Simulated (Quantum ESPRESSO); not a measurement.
MoS2 in Quantum ESPRESSO: the effect of pseudo set

MoS2:

```
CELL_PARAMETERS angstrom
1.58000 0.91221 6.15000
-1.58000 0.91221 6.15000
0.00000 -1.82443 6.15000
ATOMIC_POSITIONS crystal
Mo 0.00000 0.00000 0.00000
S 0.41700 0.41700 0.41700
S 0.25000 0.25000 0.25000
```

Measurements of this composition are mostly on another form, of space group No. 194.

Alike in all runs:

- Program: Quantum ESPRESSO 7.5
- Task: band structure
- Functional: PBEsol
- k mesh: 10 × 10 × 10
- Occupations: fermi-dirac, width 0.05 eV
- Spin: no spin polarisation

```csv
pseudo set,cutoff,pressure (GPa),largest force (eV/Å)
GBRV 1.5 PBEsol,612 eV,?,?
PseudoDojo 0.4 SR PBEsol stringent,1225 eV,0.4,0.27
PseudoDojo 0.4.1 SR PBEsol standard,1088 eV,0.4,0.27
```

**Question.** What does the run with pseudo set GBRV 1.5 PBEsol give?

**Answer.** Pressure 0.0 GPa; largest force 0.24 eV/Å.
